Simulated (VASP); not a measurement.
# HgTe (Coloradoite) (F-43m) in VASP: a series of runs

The runs below take HgTe (Coloradoite) through relaxation of cell and atoms, with PBE, PBEsol, LDA.

Program: VASP 6.6.1. These are calculated values, not measurements. Logs are shortened: lines on timing, memory, paths and dates and some standing lists are left out, and cuts for length are marked.

## 1. The crystal as given

The structure is cubic, space group F-43m (No. 216). Conventional cell: a = 6.653 Å, b = 6.653 Å, c = 6.653 Å, α = 90.00°, β = 90.00°, γ = 90.00°. Around Hg (site symmetry -43m) lie 4 Te at 2.88 Å. Te (site symmetry -43m) has 4 Hg at 2.88 Å as nearest neighbours.

## 2. Relaxation of cell and atoms, PBE

Input file INCAR:

```
SYSTEM = HgTe
  PREC = Accurate
  ENCUT = 600
  EDIFF = 1E-7
  ISMEAR = 0
  SIGMA = 0.03
  LREAL = .False.
  LASPH = .True.
  NELM = 80
  ALGO = Normal
  ISIF = 3
  LWAVE = .False.
  LCHARG = .False.
  GGA = PE
  IBRION = 2
  NSW = 90
  EDIFFG = -0.005
```

Input file KPOINTS:

```
Automatic mesh
0
Gamma
  10 10 10
  0 0 0
```

Input file POSCAR:

```
HgTe                                    
1.0
    0.0000000000      3.3264124772      3.3264124772
    3.3264124772     -0.0000000000      3.3264124772
    3.3264124772      3.3264124772     -0.0000000000
  Hg              Te            
     1     1
Direct
     0.0000000000000000    0.0000000000000000    0.0000000000000000
     0.2500000000000000    0.2500000000000000    0.2500000000000000
```

Potentials or basis: VASP PAW PBE potentials, release 64 (Hg, Te).

Started as:

```console
$ cat potpaw_PBE.64/Hg/POTCAR potpaw_PBE.64/Te/POTCAR > POTCAR
$ mpirun -np 1 vasp_std > vasp.out
```

OUTCAR:

```text
SYSTEM = HgTe
   PREC = Accurate
   ENCUT = 600
   EDIFF = 1E-7
   ISMEAR = 0
   LREAL = .False.
   LASPH = .True.
   NELM = 80
   ISIF = 3
   GGA = PE
   IBRION = 2
   NSW = 90
   EDIFFG = -0.005

 ion  position               nearest neighbor table
   1  0.000  0.000  0.000-   2 2.88   2 2.88   2 2.88   2 2.88
   2  0.250  0.250  0.250-   1 2.88   1 2.88   1 2.88   1 2.88

  LATTYP: Found a face centered cubic cell.
 ALAT       =     6.6528249544

  Lattice vectors:

 A1 = (   0.0000000000,   3.3264124772,   3.3264124772)
 A2 = (   3.3264124772,   0.0000000000,   3.3264124772)
 A3 = (   3.3264124772,   3.3264124772,   0.0000000000)

Analysis of symmetry for initial positions (statically):
=====================================================================
 Subroutine PRICEL returns:
 Original cell was already a primitive cell.

 Routine SETGRP: Setting up the symmetry group for a
 face centered cubic supercell.

 Subroutine GETGRP returns: Found 24 space group operations
 (whereof 24 operations were pure point group operations)
 out of a pool of 48 trial point group operations.

The static configuration has the point symmetry T_d .

Analysis of symmetry for dynamics (positions and initial velocities):
=====================================================================
 Subroutine PRICEL returns:
 Original cell was already a primitive cell.

 Routine SETGRP: Setting up the symmetry group for a
 face centered cubic supercell.

 Subroutine GETGRP returns: Found 24 space group operations
 (whereof 24 operations were pure point group operations)
 out of a pool of 48 trial point group operations.

The dynamic configuration has the point symmetry T_d .

 Subroutine INISYM returns: Found 24 space group operations
 (whereof 24 operations are pure point group operations),
 and found     1 'primitive' translations

----------------------------------------------------------------------------------------

                                     Primitive cell

  volume of cell :      73.6136

  direct lattice vectors                    reciprocal lattice vectors
     0.000000000  3.326412477  3.326412477    -0.150312086  0.150312086  0.150312086
     3.326412477  0.000000000  3.326412477     0.150312086 -0.150312086  0.150312086
     3.326412477  3.326412477  0.000000000     0.150312086  0.150312086 -0.150312086

[... 151 lines left out ...]
     0.000000000  3.326412477  3.326412477    -0.150312086  0.150312086  0.150312086
     3.326412477  0.000000000  3.326412477     0.150312086 -0.150312086  0.150312086
     3.326412477  3.326412477  0.000000000     0.150312086  0.150312086 -0.150312086

 POSITION                                       TOTAL-FORCE (eV/Angst)
 -----------------------------------------------------------------------------------
      0.00000      0.00000      0.00000        -0.000000     -0.000000      0.000000
      1.66321      1.66321      1.66321         0.000000      0.000000     -0.000000
 -----------------------------------------------------------------------------------
    total drift:                               -0.000000     -0.000000     -0.000000

  FREE ENERGIE OF THE ION-ELECTRON SYSTEM (eV)
  ---------------------------------------------------
  free  energy   TOTEN  =        -3.6514813909 eV

  energy  without entropy=       -3.6514351107  energy(sigma->0) =       -3.65145825

--------------------------------------- Ionic step        2  -------------------------------------------

 number of electron      18.0000002 magnetization

 Free energy of the ion-electron system (eV)
  ---------------------------------------------------
  ext. energy  EPLUGINS =         0.00000000
  ---------------------------------------------------
  free energy    TOTEN  =        -3.65148888 eV

  energy without entropy =       -3.65144260  energy(sigma->0) =       -3.65146574

 E-fermi :   2.2245     XC(G=0):  -8.3488

 val. band max:        2.2153764498   @ k =   0.0000   0.0000   0.0000
 cond. band min:       2.6563956567   @ k =   0.1000   0.0000   0.0000
 fundamental gap:      0.4410192069
 Fermi energy:         2.2245136976

 k-point     1 :       0.0000    0.0000    0.0000
  band No.  band energies     occupation
      1      -9.1859      2.00000
      2      -4.6668      2.00000
      3      -4.6668      2.00000
      4      -4.6668      2.00000
      5      -4.2368      2.00000
      6      -4.2368      2.00000
      7       1.2876      2.00000
      8       2.2154      1.33334
      9       2.2154      1.33334
     10       2.2154      1.33334
     11       6.5915      0.00000
     12       6.5915      0.00000
     13       6.5915      0.00000
[... 354 lines left out ...]
  band No.  band energies     occupation
      1      -8.6882      2.00000
      2      -4.5159      2.00000
      3      -4.4642      2.00000
      4      -4.4289      2.00000
      5      -4.1992      2.00000
      6      -4.1436      2.00000
      7      -2.0256      2.00000
      8       0.4978      2.00000
      9       0.6596      2.00000
     10       4.2577      0.00000
     11       5.3663      0.00000
     12       8.6265      0.00000
     13       9.2616      0.00000

 [... further k-points ...]

------------------------ aborting loop because EDIFF is reached ----------------------------------------

  FORCE on cell =-STRESS in cart. coord.  units (eV):
  Direction    XX          YY          ZZ          XY          YZ          ZX
  --------------------------------------------------------------------------------------
  -------------------------------------------------------------------------------------
  Total       -0.0005594     -0.0005594     -0.0005594      0.0000000      0.0000000     -0.0000000
  in kB       -0.0121621     -0.0121621     -0.0121621      0.0000000      0.0000000     -0.0000000
  external PRESSURE =      -0.0121621 kB  Pullay stress =       0.0000000 kB

 VOLUME and BASIS-vectors are now :
 -----------------------------------------------------------------------------
  energy-cutoff  :      600.00
  volume of cell :       73.69
      direct lattice vectors                 reciprocal lattice vectors
     0.000000000  3.327599215  3.327599215    -0.150258480  0.150258480  0.150258480
     3.327599215  0.000000000  3.327599215     0.150258480 -0.150258480  0.150258480
     3.327599215  3.327599215 -0.000000000     0.150258480  0.150258480 -0.150258480

 POSITION                                       TOTAL-FORCE (eV/Angst)
 -----------------------------------------------------------------------------------
      3.32760      6.65520      3.32760        -0.000000     -0.000000     -0.000000
      1.66380      1.66380      1.66380         0.000000      0.000000      0.000000
 -----------------------------------------------------------------------------------
    total drift:                               -0.000000     -0.000000     -0.000000

  FREE ENERGIE OF THE ION-ELECTRON SYSTEM (eV)
  ---------------------------------------------------
  free  energy   TOTEN  =        -3.6514888832 eV

  energy  without entropy=       -3.6514426029  energy(sigma->0) =       -3.65146574

 reached required accuracy - stopping structural energy minimisation
```

OSZICAR:

```text
N       E                     dE             d eps       ncg     rms          rms(c)
DAV:   1     0.115670774729E+03    0.11567E+03   -0.86469E+03  1222   0.133E+03
DAV:   2     0.115280378998E+01   -0.11452E+03   -0.10810E+03  1307   0.275E+02
DAV:   3    -0.380031623626E+01   -0.49531E+01   -0.49280E+01  1522   0.594E+01
DAV:   4    -0.385200035196E+01   -0.51684E-01   -0.51673E-01  1659   0.559E+00
[... 13 lines left out ...]
DAV:   3    -0.365149343194E+01    0.17700E-04   -0.48191E-05  1262   0.676E-02    0.326E-02
DAV:   4    -0.365148951096E+01    0.39210E-05   -0.54313E-06  1347   0.185E-02    0.555E-03
DAV:   5    -0.365148901046E+01    0.50050E-06   -0.88381E-07  1301   0.115E-02    0.481E-03
DAV:   6    -0.365148887624E+01    0.13422E-06   -0.15371E-07   909   0.413E-03    0.156E-03
DAV:   7    -0.365148888318E+01   -0.69385E-08   -0.69930E-08   616   0.322E-03
   2 F= -.36514889E+01 E0= -.36514657E+01  d E =-.749230E-05
```

It took 51 s on 1 thread of Intel Xeon 6975P-C (Granite Rapids), shared host; peak memory 0.27 GiB.

What came out:

* Free energy: -3.6515 eV
* Relaxed volume: 36.85 Å³/atom
* Relaxed cell: a = 4.706 Å, b = 4.706 Å, c = 4.706 Å, α = 60.00°, β = 60.00°, γ = 60.00°
* Space group after relaxing (to 0.05 Å): F-43m (No. 216)
* Energy gained by relaxing: 0.0 meV/atom
* Ionic steps: 2
* Pressure after relaxing: 0.0 GPa
* Band gap on the k mesh: none (metal or under the smearing width)

Final structure:
```cif
data_structure
_symmetry_space_group_name_H-M 'P 1'
_symmetry_Int_Tables_number 1
_cell_length_a 4.7059
_cell_length_b 4.7059
_cell_length_c 4.7059
_cell_angle_alpha 60.000
_cell_angle_beta 60.000
_cell_angle_gamma 60.000
_cell_volume 73.69
loop_
_atom_site_label
_atom_site_type_symbol
_atom_site_fract_x
_atom_site_fract_y
_atom_site_fract_z
_atom_site_occupancy
Hg1 Hg 0.00000 0.00000 0.00000 1
Te1 Te 0.25000 0.25000 0.25000 1
```

Levels at points of the mesh, in eV from the Fermi level:
```tsv
k point	band 7	band 8	band 9	band 10	band 11	band 12
(0.00, 0.00, 0.00)	-0.94	-0.01	-0.01	-0.01	4.37	4.37
(0.50, 0.00, 0.00)	-4.95	-0.83	-0.83	0.69	5.10	5.10
(0.50, 0.50, 0.00)	-4.98	-1.93	-1.93	1.90	2.70	7.91
```

The run has no spin-orbit coupling, so splittings on Hg, Te are missing.

[end of part 1 of 2]
